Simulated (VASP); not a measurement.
# H20CO12 in VASP: further runs, part 3 of 3

VASP 6.6.1. Earlier steps stand in the parts before.

### 6 Single point, PBE+D3(BJ)

Contents of INCAR:

```
SYSTEM = H20CO12
ALGO = Normal
EDIFF = 1E-6
ENCUT = 520
GGA = PE
ISIF = 2
ISMEAR = -1
IVDW = 12
LASPH = .TRUE.
LCHARG = .FALSE.
LREAL = Auto
LWAVE = .FALSE.
NBANDS = 70
NELM = 100
PREC = Accurate
SIGMA = 0.05
```

Contents of KPOINTS:

```
k-points
0
G
  1 1 1
  0 0 0
```

Contents of POSCAR:

```
H20CO12
1.0
    7.1530900000      0.0000000000      0.0000000000
    0.0000000000      7.1530900000      0.0000000000
    0.0000000000      0.0000000000      7.1530900000
O H C
12 20 1
Direct
    0.2459915924      0.0445821316      0.1056466506
    0.2096856044      0.8234203680      0.6794685933
    0.3734889397      0.2396446850      0.5354189588
    0.4611573460      0.3963042545      0.8781799194
    0.2610060827      0.5724938453      0.3763827940
    0.8968571624      0.3671280524      0.4548383985
    0.7005084516      0.2170250899      0.1514030999
    0.9901455175      0.6461682993      0.9420963528
    0.9854482468      0.2574831297      0.8381412788
    0.5134564223      0.7476069782      0.0973984670
    0.7019623687      0.9731738312      0.5992794722
    0.9488766393      0.8714275928      0.4054890963
    0.1471671683      0.1052831713      0.0207183189
    0.2380509682      0.1224785372      0.2179897079
    0.2793617863      0.9374270420      0.6566672585
    0.2036742163      0.7692339954      0.5556339987
    0.3615220835      0.2742870564      0.6686061548
    0.5079762732      0.2141032756      0.5251296992
    0.4892990302      0.5293236909      0.8987584387
    0.4021618629      0.3811359846      1.0001691577
    0.3481292700      0.6543605631      0.2861280929
    0.3379518502      0.4622338039      0.4086485701
    0.9177292611      0.3125502405      0.5779879744
    0.9860074457      0.4659245165      0.4207831860
    0.6320065874      0.2829965791      0.0513344583
    0.7514934105      0.3040923573      0.2346118950
    1.0592205606      0.7281049169      0.8530439293
    1.0476451436      0.6707450906      1.0632747526
    0.8779282799      0.2289220463      0.9225243916
    1.0008961162      0.3952417766      0.8597403360
    0.6412473490      0.7805437930      0.0886609843
    0.4553416775      0.8712458532      0.0729335154
    0.8261744225      0.9167227031      0.5048307794
```

Potentials or basis: VASP PAW PBE potentials, release 64 (O, H, C).

Started as:

```console
cat potpaw_PBE.64/O/POTCAR potpaw_PBE.64/H/POTCAR potpaw_PBE.64/C/POTCAR > POTCAR
mpirun -np 1 vasp_gam > vasp.out
```

OUTCAR:

```text
SYSTEM = H20CO12
   EDIFF = 1E-6
   ENCUT = 520
   GGA = PE
   ISIF = 2
   ISMEAR = -1
   IVDW = 12
   LASPH = .TRUE.
   LREAL = Auto
   NELM = 100
   PREC = Accurate
 IVDW          = 12

 ion  position               nearest neighbor table
   1  0.246  0.045  0.106-  14 0.98  13 1.03
   2  0.210  0.823  0.679-  16 0.97  15 0.97
   3  0.373  0.240  0.535-  18 0.98  17 0.99
   4  0.461  0.396  0.878-  20 0.98  19 0.98
   5  0.261  0.572  0.376-  22 0.99  21 1.07
   6  0.897  0.367  0.455-  23 0.98  24 0.98
   7  0.701  0.217  0.151-  26 0.94  25 0.99
   8  0.990  0.646  0.942-  28 0.98  27 1.00
   9  0.985  0.257  0.838-  29 1.00  30 1.00
  10  0.513  0.748  0.097-  31 0.95  32 0.99
  11  0.702  0.973  0.599-  33 1.19
  12  0.949  0.871  0.405-  33 1.17
  13  0.147  0.105  0.021-   1 1.03
  14  0.238  0.122  0.218-   1 0.98
  15  0.279  0.937  0.657-   2 0.97
  16  0.204  0.769  0.556-   2 0.97
[... 14 lines left out ...]
  31  0.641  0.781  0.089-  10 0.95
  32  0.455  0.871  0.073-  10 0.99
  33  0.826  0.917  0.505-  12 1.17  11 1.19

  LATTYP: Found a simple cubic cell.
 ALAT       =     7.1530900000

[... 224 lines left out ...]
 Fermi energy:        -2.3641274754

 k-point     1 :       0.0000    0.0000    0.0000
  band No.  band energies     occupation
      1     -25.8062      2.00000
      2     -24.7881      2.00000
      3     -22.9168      2.00000
      4     -22.6339      2.00000
      5     -22.1761      2.00000
      6     -22.0990      2.00000
[... 52 lines left out ...]
     59       5.6372      0.00000
     60       5.9052      0.00000
 [bands above 60 left out]

------------------------ aborting loop because EDIFF is reached ----------------------------------------

 Edisp (eV)   -1.12228

 E8    (eV) :    -0.2342

  FORCE on cell =-STRESS in cart. coord.  units (eV):
  Direction    XX          YY          ZZ          XY          YZ          ZX
  --------------------------------------------------------------------------------------
  -------------------------------------------------------------------------------------
  Total      -2.06293    -3.34302    -3.82632     0.49265     2.83863     2.96235
  in kB      -9.03056   -14.63418   -16.74986     2.15661    12.42622    12.96777
  external pressure =      -13.47 kB  Pullay stress =        0.00 kB

 VOLUME and BASIS-vectors are now :
 -----------------------------------------------------------------------------
  energy-cutoff  :      520.00
  volume of cell :      366.00
      direct lattice vectors                 reciprocal lattice vectors
     7.153090000  0.000000000  0.000000000     0.139799723  0.000000000  0.000000000
     0.000000000  7.153090000  0.000000000     0.000000000  0.139799723  0.000000000
     0.000000000  0.000000000  7.153090000     0.000000000  0.000000000  0.139799723

 POSITION                                       TOTAL-FORCE (eV/Angst)
 -----------------------------------------------------------------------------------
      1.75960      0.31890      0.75570        -1.227355      1.087396     -0.868389
      1.49990      5.89000      4.86030         0.138753      0.289979      0.584261
      2.67160      1.71420      3.82990         0.434567     -0.288205      0.097372
      3.29870      2.83480      6.28170         0.099259      0.473706      0.970967
      1.86700      4.09510      2.69230         1.560597      1.780501     -2.171509
      6.41530      2.62610      3.25350        -0.591020      0.305520     -0.981224
[... 25 lines left out ...]
      3.25710      6.23210      0.52170        -0.541184     -0.345388      0.130408
      5.90970      6.55740      3.61110        -0.550419      0.775058      0.084229
 -----------------------------------------------------------------------------------
    total drift:                                0.002241     -0.002853      0.000711

  FREE ENERGIE OF THE ION-ELECTRON SYSTEM (eV)
  ---------------------------------------------------
  free  energy   TOTEN  =      -169.6675841077 eV

  energy  without entropy=     -169.6675841076  energy(sigma->0) =     -169.66758411
```

Wall time 36 s (1 thread of Intel Xeon 6975P-C (Granite Rapids), shared host); peak memory 0.35 GiB.

What came out:

| Item | Value |
| --- | --- |
| Free energy | -169.6676 eV |
| Pressure | -1.3 GPa |
| Largest force | 3.213 eV/Å |
| Band gap on the k mesh | 4.47 eV, direct |
| Dispersion energy per atom | -0.034 eV |

Forces in eV/Å, atoms in the order of the input:
```
O   -1.227  1.087 -0.868
O    0.139  0.290  0.584
O    0.435 -0.288  0.097
O    0.099  0.474  0.971
O    1.561  1.781 -2.172
O   -0.591  0.306 -0.981
O   -1.049 -1.698 -2.148
O    0.008  0.063 -0.072
O   -0.458  0.376  0.530
O   -1.443  0.369 -0.173
O    0.706 -0.539 -0.346
O   -0.447 -0.210 -0.036
H    1.186 -0.719  0.683
H    0.111 -0.290  0.069
H    0.029  0.434  0.224
H    0.048 -0.821 -0.431
H    0.033  0.268 -0.215
H   -0.314 -0.052 -0.095
H    0.232  0.388 -0.673
H   -0.609 -0.725 -0.045
H   -1.462 -1.640  1.642
H   -0.234 -0.039  0.308
H    0.525  0.325  0.325
H    0.186 -0.512  0.655
H    0.148 -0.039  0.337
H    1.078  1.557  1.707
H    0.067 -0.169  0.138
H    0.015 -0.013 -0.078
H    0.501  0.002 -0.319
H    0.038 -0.358  0.127
H    1.784 -0.036  0.038
H   -0.541 -0.345  0.130
C   -0.550  0.775  0.084
```

Caveat: the standard files for N, O and F lose accuracy on very short bonds. PBE gaps usually lie below the measured ones, often by a third to a half.

### 7 Single point, PBE+D3(BJ)

Contents of INCAR:

```
SYSTEM = H20CO12
  PREC = Accurate
  ENCUT = 520
  EDIFF = 1E-6
  ISMEAR = -1
  SIGMA = 0.05
  LREAL = Auto
  LASPH = .True.
  NELM = 80
  ALGO = Normal
  ISIF = 2
  LWAVE = .False.
  LCHARG = .False.
  GGA = PE
  IVDW = 12
  NBANDS = 70
```

Contents of KPOINTS:

```
Automatic mesh
0
Gamma
  1 1 1
  0 0 0
```

Contents of POSCAR:

```
H20CO12
1.0
    7.1530900000      0.0000000000      0.0000000000
    0.0000000000      7.1530900000      0.0000000000
    0.0000000000      0.0000000000      7.1530900000
O H C
12 20 1
Direct
    0.2230923978      0.0267297070      0.0895976424
    0.2542956960      0.8493112767      0.6729958661
    0.3896358077      0.2604748437      0.5440725616
    0.4425639828      0.3771377125      0.9207489351
    0.2535128175      0.5845585614      0.3425233011
    0.9046579870      0.3699659867      0.4822810841
    0.7378209976      0.2242667155      0.1509277809
    1.0113671155      0.6474264968      0.9233212500
    0.9856998863      0.2012836411      0.8356947837
    0.4557610767      0.7518988297      0.0764704484
    0.6964123197      0.9718876737      0.6160274790
    0.9473388424      0.8974583012      0.4138770797
    0.1608256012      0.0721646170     -0.0310215585
    0.1184802652     -0.0116732769      0.1719816191
    0.2243645753      0.9787378601      0.6476222164
    0.2473196898      0.7791318158      0.5564588171
    0.4911583665      0.3064969125      0.6218431475
    0.4613670456      0.2095458047      0.4405928067
    0.4183786308      0.5155813781      0.9424458521
    0.3532738998      0.3088036080      0.9994561791
    0.3569086926      0.6619097481      0.2594403258
    0.3241256576      0.4813584059      0.4072505728
    0.9710209154      0.3106070244      0.5873545559
    0.9992464795      0.4597174088      0.4383000913
    0.6350961612      0.2883928484      0.0967833482
    0.7899243544      0.2888821474      0.2536106773
    1.0897528201      0.7189620150      0.8315567119
    1.0375376236      0.7068273991      1.0427521533
    0.8789488179      0.1858497516      0.9178131409
    1.0273602038      0.3278163703      0.8706447144
    0.5845725414      0.8015696713      0.0396611814
    0.3664570137      0.8631654292      0.0599041813
    0.8206103936      0.9286196595      0.5176504140
```

Started as:

```console
cat potpaw_PBE.64/O/POTCAR potpaw_PBE.64/H/POTCAR potpaw_PBE.64/C/POTCAR > POTCAR
mpirun -np 1 vasp_gam > vasp.out
```

Wall time 33 s (1 thread of Intel Xeon 6975P-C (Granite Rapids), shared host); peak memory 0.34 GiB.

Results (log left out):

| Quantity | Value |
| --- | --- |
| Free energy | -169.5638 eV |
| Pressure | -1.7 GPa |
| Largest force | 2.682 eV/Å |
| Band gap on the k mesh | 4.36 eV, direct |
| Dispersion energy per atom | -0.035 eV |

Forces in eV/Å, atoms in the order of the input:
```
O   -0.938  0.280 -0.672
O   -0.063 -0.356  0.792
O    0.235  0.178 -0.561
O   -0.165  0.959  0.440
O    2.055  0.986 -0.638
O    0.621  0.362 -0.062
O    0.477 -2.261 -1.021
O    0.220  0.178 -0.529
O    1.076  0.375 -0.288
O    1.552  0.980 -0.694
O    0.227 -0.427 -0.066
O   -1.150 -0.026  0.765
H    0.035 -0.310  1.065
H    0.507  0.432 -0.330
H    0.096  0.246 -0.310
H   -0.013 -0.164 -0.492
H   -0.191  0.132  0.767
H   -0.152 -0.362 -0.345
H    0.207 -1.225  0.102
H    0.085  0.359 -0.178
H   -1.668 -1.651  1.297
H   -0.445  0.585 -0.363
H   -0.553 -0.164 -0.066
H   -0.171 -0.033 -0.206
H   -1.173  1.124 -0.671
H    0.687  1.041  1.528
H   -0.184 -0.213  0.373
H    0.080 -0.242  0.019
H   -0.699 -0.085  0.605
H   -0.067  0.062 -0.066
H   -1.773 -0.747  0.626
H    0.437 -0.422  0.092
C    0.809  0.413 -0.915
```

Stress tensor (GPa, compression positive):
```
-2.12 -0.92  2.01
-0.92 -1.84  1.00
 2.01  1.00 -1.27
```

Levels at points of the mesh, in eV from the valence-band top:
| k point | band 46 | band 47 | band 48 | band 49 | band 50 | band 51 |
| --- | --- | --- | --- | --- | --- | --- |
| (0.00, 0.00, 0.00) | -0.30 | -0.19 | 0.00 | 4.36 | 5.90 | 5.97 |

Caveat: the standard files for N, O and F lose accuracy on very short bonds.
